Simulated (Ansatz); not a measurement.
Mn3Si in Ansatz: convergence with k mesh

Mn3Si:

```xyz
4
Lattice="0.0000 2.8610 2.8610 2.8610 0.0000 2.8610 2.8610 2.8610 0.0000" Properties=species:S:1:pos:R:3 pbc="T T T"
Mn    4.2915    4.2915    4.2915
Mn    1.4305    1.4305    1.4305
Mn    2.8610    2.8610    2.8610
Si    0.0000    0.0000    0.0000
```

- Program: Ansatz 0.2.0
- Task: convergence study
- Functional: LDA
- Potentials or basis: Ansatz PAW
- Cutoff: 420 eV (not typed: the program's choice for these potentials)
- k mesh: 3 × 3 × 3
- Occupations: cold, width 0.1 eV
- Spin: collinear spin, ferromagnetic start
- Starting moments: [4.0, 4.0, 4.0, 0.0] μB

These are the settings of the first run; the series varies k mesh, with any setting tied to it.

Hardware: 2 threads of Arm Neoverse V1, on a shared host.

Q: The values tried are 3 × 3 × 3, 4 × 4 × 4, 5 × 5 × 5, 6 × 6 × 6, 7 × 7 × 7, 9 × 9 × 9, 11 × 11 × 11, 13 × 13 × 13, loosest first. From which on does the energy stay within 1 meV/atom of the tightest run that finished?

A: From 7 × 7 × 7 on.

| k mesh | energy less the tightest run, at zero smearing (meV/atom) | pressure (GPa) | absolute moment (μB) | SCF cycles | CPU time (s) | peak memory (GiB) |
| --- | --- | --- | --- | --- | --- | --- |
| 3 × 3 × 3 | -23.45 | -27.37 | 2.54 | 16 | 3.6 | 0.32 |
| 4 × 4 × 4 | 8.09 | -22.69 | 4.12 | 23 | 6.6 | 0.33 |
| 5 × 5 × 5 | -3.60 | -23.10 | 4.13 | 18 | 6.7 | 0.34 |
| 6 × 6 × 6 | 1.16 | -23.25 | 4.08 | 17 | 8.4 | 0.36 |
| 7 × 7 × 7 | 0.60 | -23.18 | 4.12 | 18 | 11 | 0.38 |
| 9 × 9 × 9 | -0.02 | -23.15 | 4.12 | 20 | 18 | 0.42 |
| 11 × 11 × 11 | 0.08 | -23.14 | 4.12 | 28 | 32 | 0.46 |
| 13 × 13 × 13 | 0.00 | -23.15 | 4.12 | 21 | 40 | 0.52 |

Against the tightest run, the pressure stays within 0.1 GPa from 7 × 7 × 7 on; the absolute moment stays within 0.02 μB from 7 × 7 × 7 on. Meshes of other sizes hit other points, so gaps and Fermi surfaces needn't settle smoothly. The tightest run that finished is the yardstick and may itself not be fully converged.

Caveat, for the tightest run too: so large a pressure means that the cell lies far from this level's equilibrium, or that cutoff or potentials fall short; the PAW data sets come from PBE, with cores solved anew for the run's functional, which leaves a small shift of forces and pressure; the starting moments weren't kept.
